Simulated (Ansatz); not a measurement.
A (001) slab of TaSi₂ (P6_422 (No. 181)), 7 planes, outer planes TaSi2 (top) and TaSi2 (bottom), with 21 atoms (Ta7Si14) in a surface cell of A = 20.000 Å², as cut from the bulk:

```xyz
21
Lattice="4.8056 0.0000 0.0000 -2.4028 4.1618 0.0000 0.0000 0.0000 28.1943" Properties=species:S:1:pos:R:3 pbc="T T T"
Ta    2.4028    0.0000    7.5000
Si    2.4028    2.8391    7.5000
Si    0.0000    1.3227    7.5000
Ta   -1.2014    2.0809    9.6991
Si    1.2573    3.5004    9.6991
Si    1.1455    0.6614    9.6991
Ta    1.2014    2.0809   11.8981
Si   -1.2573    3.5004   11.8981
Si    3.6601    0.6614   11.8981
Ta    2.4028    0.0000   14.0972
Si    2.4028    2.8391   14.0972
Si    0.0000    1.3227   14.0972
Ta   -1.2014    2.0809   16.2962
Si    1.2573    3.5004   16.2962
Si    1.1455    0.6614   16.2962
Ta    1.2014    2.0809   18.4953
Si   -1.2573    3.5004   18.4953
Si    3.6601    0.6614   18.4953
Ta    2.4028    0.0000   20.6943
Si    2.4028    2.8391   20.6943
Si    0.0000    1.3227   20.6943
```

Level of theory: DFT PBE, scalar-relativistic, plane waves, PAW in Ansatz. Plane waves to 420 eV, a k mesh through Γ of 9×9×1 on the computed 21-atom cell and Gaussian smearing (0.10 eV); no spin polarisation. The cell repeats along c with a dipole correction in the vacuum.

Against the same 21 atoms in the bulk, the slab as cut lies 6.115 eV higher and the relaxed slab 5.799 eV higher.

Task: Work out the surface energy before and after relaxation.

Result: The slab has two faces, so γ = (E_slab − N·E_bulk)/(2A), the mean of both. As cut: 6.115/(2 × 20.000) = 0.1529 eV/Å², and 1 eV/Å² = 16.02 J/m², so γ = 2.45 J/m². Relaxed: 5.799/(2 × 20.000) = 0.1450 eV/Å² = 2.32 J/m². Relaxation recovers 5 % of the cost of cutting.

Task: What is the ideal work of this cut, per area?

Result: Griffith's ideal work is 2γ: 4.90 J/m² if the new faces stay rigid, 4.64 J/m² if they relax. One thickness was run, 7 planes, so γ can still shift with it.

The cost of this cut is mainly that of breaking bonds, and relaxation recovers only 5 % of it. Although the crystal can be described as a stack of TaSi₂ planes, it isn't a layered material with weak gaps: in the coordinates the shortest Ta–Si contacts run between planes, not within them. Cutting therefore severs strong bonds with mixed Ta 5d–Si 3p covalent and metallic character. Each exposed plane keeps its stoichiometry and its in-plane Ta–Si and Si–Si network, which probably limits how far the surface atoms can move to make up for the lost neighbours.

The two faces of the slab as cut are related by a twofold axis lying in the central plane, so 2.45 J/m² belongs to each face and isn't an average over different terminations. Without other orientations for comparison, the result doesn't establish (001) as the preferred cleavage plane.
